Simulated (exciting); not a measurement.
# SiC (Moissanite 3C) (F-43m) in exciting: a series of runs, part 2 of 2

exciting (release sodium). Earlier steps stand in the parts before.

## Step 4: Real-space fields, PBE+D2 (atoms moved at random, drawn with an rms of 0.1 Å)

run_exciting.py reads:

```python
import subprocess
import xml.etree.ElementTree as ET
from ase.io import read
from ase.units import Bohr

atoms = read("SiC.cif")
rmt = {'Si': 1.81, 'C': 1.31}  # bohr
tasks = """
<groundstate do="fromscratch" ngridk="5 5 5" rgkmax="6.5" gmaxvr="18" lmaxapw="10" lmaxmat="10" lmaxvr="8" xctype="GGA_PBE" stype="Gaussian" swidth="0.00183747" nempty="10" ValenceRelativity="iora*" epsengy="1e-05" epspot="1e-05" maxscl="60" outputlevel="high" deband="0.001"/>
<properties>
  <chargedensityplot>
    <plot3d>
      <box grid="16 16 16">
        <origin coord="0 0 0"/>
        <point coord="1 0 0"/>
        <point coord="0 1 0"/>
        <point coord="0 0 1"/>
      </box>
    </plot3d>
  </chargedensityplot>
  <elfplot>
    <plot3d>
      <box grid="16 16 16">
        <origin coord="0 0 0"/>
        <point coord="1 0 0"/>
        <point coord="0 1 0"/>
        <point coord="0 0 1"/>
      </box>
    </plot3d>
  </elfplot>
  <exccplot>
    <plot3d>
      <box grid="16 16 16">
        <origin coord="0 0 0"/>
        <point coord="1 0 0"/>
        <point coord="0 1 0"/>
        <point coord="0 0 1"/>
      </box>
    </plot3d>
  </exccplot>
  <DFTD2/>
</properties>
"""

root = ET.Element("input")
ET.SubElement(root, "title").text = "SiC"
structure = ET.SubElement(root, "structure", speciespath="./", tshift="false")
crystal = ET.SubElement(structure, "crystal", scale="1.0")
for vector in atoms.cell / Bohr:
    ET.SubElement(crystal, "basevect").text = " ".join(f"{x:.12f}" for x in vector)
symbols = atoms.get_chemical_symbols()
for element in dict.fromkeys(symbols):
    species = ET.SubElement(structure, "species", speciesfile=element + ".xml", rmt=str(rmt[element]))
    for symbol, position in zip(symbols, atoms.get_scaled_positions(wrap=False)):
        if symbol == element:
            ET.SubElement(species, "atom", coord=" ".join(f"{x:.12f}" for x in position))
root.extend(ET.fromstring("<tasks>" + tasks + "</tasks>"))
ET.indent(root)
ET.ElementTree(root).write("input.xml")
subprocess.run(["exciting_smp"], check=True)
```

SiC.cif reads:

```cif
data_SiC
_cell_length_a 3.08157135
_cell_length_b 3.08157135
_cell_length_c 3.08157135
_cell_angle_alpha 60.00000000
_cell_angle_beta 60.00000000
_cell_angle_gamma 60.00000000
_space_group_name_H-M_alt 'P1'
_space_group_name_Hall 'P 1'
_space_group_IT_number 1
loop_
_space_group_symop_operation_xyz
'x,y,z'
loop_
_atom_site_label
_atom_site_type_symbol
_atom_site_symmetry_multiplicity
_atom_site_Wyckoff_symbol
_atom_site_fract_x
_atom_site_fract_y
_atom_site_fract_z
_atom_site_occupancy
Si1 Si 1 a 0.0101620000 -0.0150900000 -0.0358810000 1
C1 C 1 a 0.7846880000 0.7897270000 0.7144830000 1
```

Potentials or basis: all-electron LAPW+lo, shipped species files, valence relativity iora*.

The run is started by

```sh
$ OMP_NUM_THREADS=1 python run_exciting.py
```

Output:

```text
================================================================================
EXCITING SODIUM started
All units are atomic (Hartree, Bohr, etc.)
================================================================================

********************************************************************************
* Ground-state run starting from atomic densities                              *
********************************************************************************

++++++++++++++++++++++++++++++++++++++++++++++++++++++++++++++++++++++++++++++++
[... 647 lines left out ...]
 Hartree energy                             :        97.62961662
 Electron-nuclear energy                    :      -665.32031621
 Nuclear-nuclear energy                     :       -62.98013377
 Madelung energy                            :      -395.64029188
 Core-electron kinetic energy               :         0.00000000
[... 14 lines left out ...]
 Estimated fundamental gap                  :         0.03418202
        valence-band maximum at    1      0.0000  0.0000  0.0000
     conduction-band minimum at   53      0.4000  0.0000  0.4000

++++++++++++++++++++++++++++++++++++++++++++++++++++++++++++++++++++++++++++++++
+ Self-consistent loop stopped                                                 +
++++++++++++++++++++++++++++++++++++++++++++++++++++++++++++++++++++++++++++++++
 STATE.OUT is written

********************************************************************************
* Groundstate module stopped                                                   *
********************************************************************************

================================================================================
| EXCITING SODIUM stopped                                                      =
================================================================================
```

input.xml:

```text
<input>
  <title>SiC</title>
  <structure speciespath="./" tshift="false">
    <crystal scale="1.0">
      <basevect>5.823325888726 0.000000000000 0.000000000000</basevect>
      <basevect>2.911662944363 5.043148154152 0.000000000000</basevect>
      <basevect>2.911662944363 1.681049384717 4.754725677772</basevect>
    </crystal>
    <species speciesfile="Si.xml" rmt="1.81">
      <atom coord="0.010162000000 0.984910000000 0.964119000000" />
    </species>
    <species speciesfile="C.xml" rmt="1.31">
      <atom coord="0.784688000000 0.789727000000 0.714483000000" />
    </species>
  </structure>
  <groundstate do="fromscratch" ngridk="5 5 5" rgkmax="6.5" gmaxvr="18" lmaxapw="10" lmaxmat="10" lmaxvr="8" xctype="GGA_PBE" stype="Gaussian" swidth="0.00183747" nempty="10" ValenceRelativity="iora*" epsengy="1e-05" epspot="1e-05" maxscl="60" outputlevel="high" deband="0.001" />
  <properties>
    <chargedensityplot>
      <plot3d>
        <box grid="16 16 16">
          <origin coord="0 0 0" />
          <point coord="1 0 0" />
          <point coord="0 1 0" />
          <point coord="0 0 1" />
        </box>
      </plot3d>
    </chargedensityplot>
    <elfplot>
      <plot3d>
        <box grid="16 16 16">
          <origin coord="0 0 0" />
          <point coord="1 0 0" />
          <point coord="0 1 0" />
          <point coord="0 0 1" />
        </box>
      </plot3d>
    </elfplot>
    <exccplot>
      <plot3d>
        <box grid="16 16 16">
          <origin coord="0 0 0" />
          <point coord="1 0 0" />
          <point coord="0 1 0" />
          <point coord="0 0 1" />
        </box>
      </plot3d>
    </exccplot>
    <DFTD2 />
  </properties>
</input>
```

stdout:

```text
Info(rhoplot):
 3D density plot written to RHO3D.xml

Info(potplot):
 3D Coulomb potential plot written to VCL3D.xml
 3D exchange-correlation potential plot written to VXC3D.xml

Info(elfplot): 3D ELF plot written to ELF3D.xml
```

Wall time 5.3 min (1 thread of Arm Neoverse N1, shared host); peak memory 0.14 GiB.

Results:

* Free energy: -8928.9392 eV
* Band gap on the k mesh: 0.93 eV, indirect (least direct gap 4.31 eV)
* All electrons inside the program's atomic spheres: Si 11.41; C 3.94 (radii Si 1.81, C 1.31 bohr)
* Dispersion energy per atom: -0.245 eV

Caveat: the k mesh is coarse (spacing up to 0.50 Å⁻¹), so the values aren't converged; the dispersion energy is computed afterwards and isn't part of the total energy; an odd mesh through Γ misses points on the zone boundary, where band edges often lie.

## Step 5: Density of states, LDA, collinear spin, ferromagnetic start

input.xml reads:

```xml
<input>
  <title>SiC</title>
  <structure speciespath="./" tshift="false">
    <crystal scale="1.88972612463">
      <basevect>0.000000000000 3.081571352400 0.000000000000</basevect>
      <basevect>-2.516092473100 1.540785676200 0.889573024900</basevect>
      <basevect>0.000000000000 1.540785676200 2.668719074800</basevect>
    </crystal>
    <species speciesfile="Si.xml" rmt="1.96">
      <atom coord="0.000000000000 0.000000000000 0.000000000000" bfcmt="0 0 -8"/>
    </species>
    <species speciesfile="C.xml" rmt="1.42">
      <atom coord="0.750000000000 0.750000000000 0.750000000000" bfcmt="0 0 0"/>
    </species>
  </structure>
  <groundstate do="fromscratch" ngridk="7 7 7" rgkmax="6.5" gmaxvr="14" lmaxapw="10" lmaxmat="10" lmaxvr="8" xctype="LDA_PW" stype="Fermi Dirac" swidth="0.00367493" nempty="20" ValenceRelativity="iora*" epsengy="1e-05" epspot="1e-05" maxscl="90" outputlevel="normal">
    <spin reducebf="0.5"/>
  </groundstate>
  <properties>
    <dos nwdos="400" winddos="-0.6 0.5" inttype="tetra" ngrdos="100" nsmdos="0" lmirep="true"/>
    <chargedensityplot>
      <plot3d>
        <box grid="16 16 16">
          <origin coord="0 0 0"/>
          <point coord="1 0 0"/>
          <point coord="0 1 0"/>
          <point coord="0 0 1"/>
        </box>
      </plot3d>
    </chargedensityplot>
    <elfplot>
      <plot3d>
        <box grid="16 16 16">
          <origin coord="0 0 0"/>
          <point coord="1 0 0"/>
          <point coord="0 1 0"/>
          <point coord="0 0 1"/>
        </box>
      </plot3d>
    </elfplot>
    <exccplot>
      <plot3d>
        <box grid="16 16 16">
          <origin coord="0 0 0"/>
          <point coord="1 0 0"/>
          <point coord="0 1 0"/>
          <point coord="0 0 1"/>
        </box>
      </plot3d>
    </exccplot>
  </properties>
</input>
```

The run is started by

```sh
$ OMP_NUM_THREADS=1 exciting_smp
```

It took 2 min on 1 thread of Arm Neoverse N1, shared host; peak memory 0.14 GiB.

The run converged. Its results:

```yaml
Free_energy: -8894.6786 eV
Band_gap_on_the_k_mesh: 1.55 eV, indirect (least direct gap 4.64 eV)
Net_moment: 0.00 μB per cell
All_electrons_inside_the_program's_atomic_spheres: Si 11.83; C 4.28 (radii Si 1.96, C 1.42 bohr)
```

Levels at points of the mesh, in eV from the valence-band top:
Spin up:
```tsv
k point	band 1	band 2	band 3	band 4	band 5	band 6	band 7	band 8	band 9
(0.00, 0.00, 0.00)	-15.32	0.00	0.00	0.00	6.27	7.19	7.19	7.19	14.47
```
Spin down:
```
           k point  band 1  band 2  band 3  band 4  band 5  band 6  band 7  band 8  band 9
(0.00, 0.00, 0.00)  -15.32    0.00    0.00    0.00    6.27    7.19    7.19    7.19   14.47
```

States per cell in windows of 0.5 eV (zero at the valence-band top; states under -8 eV left out):
```
from (eV)    up  down  C2 p  C2 p down  Si1 p  Si1 p down  Si1 s  Si1 s down
     -8.0  0.09  0.09  0.01       0.01   0.01        0.01   0.02        0.02
     -7.5  0.33  0.33  0.05       0.05   0.02        0.02   0.08        0.08
     -7.0  0.12  0.12  0.02       0.02   0.01        0.01   0.02        0.02
     -6.5  0.10  0.10  0.02       0.02   0.01        0.01   0.01        0.01
     -6.0  0.08  0.08  0.01       0.01   0.01        0.01   0.01        0.01
     -5.5  0.13  0.13  0.02       0.02   0.02        0.02   0.01        0.01
     -5.0  0.18  0.18  0.04       0.04   0.03        0.03   0.01        0.01
     -4.5  0.19  0.19  0.04       0.04   0.03        0.03   0.01        0.01
     -4.0  0.21  0.21  0.05       0.05   0.03        0.03   0.01        0.01
     -3.5  0.28  0.28  0.07       0.07   0.05        0.05   0.01        0.01
     -3.0  0.27  0.27  0.08       0.08   0.05        0.05   0.01        0.01
     -2.5  0.24  0.24  0.07       0.07   0.04        0.04   0.00        0.00
     -2.0  0.28  0.28  0.09       0.09   0.04        0.04   0.00        0.00
     -1.5  0.27  0.27  0.10       0.10   0.04        0.04   0.00        0.00
     -1.0  0.13  0.13  0.05       0.05   0.02        0.02   0.00        0.00
     -0.5  0.07  0.07  0.03       0.03   0.01        0.01   0.00        0.00
      0.0  0.00  0.00  0.00       0.00   0.00        0.00   0.00        0.00
      0.5  0.00  0.00  0.00       0.00   0.00        0.00   0.00        0.00
      1.0  0.00  0.00  0.00       0.00   0.00        0.00   0.00        0.00
      1.5  0.02  0.02  0.00       0.00   0.00        0.00   0.00        0.00
      2.0  0.03  0.03  0.00       0.00   0.00        0.00   0.00        0.00
      2.5  0.05  0.05  0.00       0.00   0.00        0.00   0.00        0.00
      3.0  0.06  0.06  0.00       0.00   0.01        0.01   0.00        0.00
      3.5  0.07  0.07  0.01       0.01   0.01        0.01   0.00        0.00
      4.0  0.13  0.13  0.01       0.01   0.01        0.01   0.01        0.01
      4.5  0.21  0.21  0.02       0.02   0.02        0.02   0.01        0.01
      5.0  0.23  0.23  0.02       0.02   0.02        0.02   0.02        0.02
      5.5  0.17  0.17  0.01       0.01   0.02        0.02   0.02        0.02
      6.0  0.14  0.14  0.01       0.01   0.02        0.02   0.02        0.02
      6.5  0.09  0.09  0.01       0.01   0.01        0.01   0.01        0.01
      7.0  0.38  0.38  0.03       0.03   0.05        0.05   0.04        0.04
      7.5  0.47  0.47  0.04       0.04   0.09        0.09   0.03        0.03
```

Caveat: an odd mesh through Γ misses points on the zone boundary, where band edges often lie.

## Step 6: Overview

| task | level | spin | cell | k mesh | smearing | outputlevel | gmaxvr (cutoff of density and potential) | nempty | maxscl | muffin-tin radii | other keys | mesh quality | gap on the mesh (eV) |
| --- | --- | --- | --- | --- | --- | --- | --- | --- | --- | --- | --- | --- | --- |
| band structure | LDA-PZ | off | as given | 10 × 10 × 10 | methfessel-paxton 0.136 eV | normal | 14 1/bohr | 10 | 60 | Si 1.96, C 1.42 bohr | - | not flagged | 1.31 |
| band structure | RPBE+D2 | off | as given | 10 × 10 × 10 | gaussian 0.1 eV | high | 14 1/bohr | 10 | 60 | Si 1.96, C 1.42 bohr | - | not flagged | 1.37 |
| real-space fields | PBE+D2 | off | atoms moved at random, drawn with an rms of 0.1 Å | 5 × 5 × 5 | gaussian 0.05 eV | high | 18 1/bohr | 10 | 60 | Si 1.81, C 1.31 bohr | gmaxvr = 18; deband = 0.001 | coarse | 0.93 |
| density of states | LDA | collinear, ferromagnetic start | as given | 7 × 7 × 7 | fermi-dirac 0.1 eV | normal | 14 1/bohr | 20 | 90 | Si 1.96, C 1.42 bohr | - | not flagged | 1.55 |

Alike in all rows: potentials or basis all-electron LAPW+lo, shipped species files, valence relativity iora*; rgkmax 6.5.

Caveats: some runs use coarse meshes; the dispersion energy is computed afterwards and isn't part of the total energy (some runs); an odd mesh through Γ misses points on the zone boundary, where band edges often lie (some runs).

Compare energies only between runs with the same functional and basis.

## Step 7: Comparison with measurements

Step 2. Measured gap of SiC: 2.4 eV (indirect; quoted in “Insight into the structural, elastic and electronic properties of a new orthorhombic 6O-SiC polytype”, 2020, pmc:7200658). This calculation gives 1.31 eV (-1.09 eV). The value is that of LDA-PZ, without temperature or zero-point motion. Semilocal functionals fall short of measured gaps as a rule.

Step 3. A measured gap of SiC is 2.4 eV (indirect; quoted in “Insight into the structural, elastic and electronic properties of a new orthorhombic 6O-SiC polytype”, 2020, pmc:7200658); the calculated 1.37 eV misses it by -1.03 eV. The value is that of RPBE+D2, without temperature or zero-point motion. Semilocal functionals fall short of measured gaps as a rule.

Step 5. The gap isn't set beside the deposited one, since this odd mesh misses points on the zone boundary.
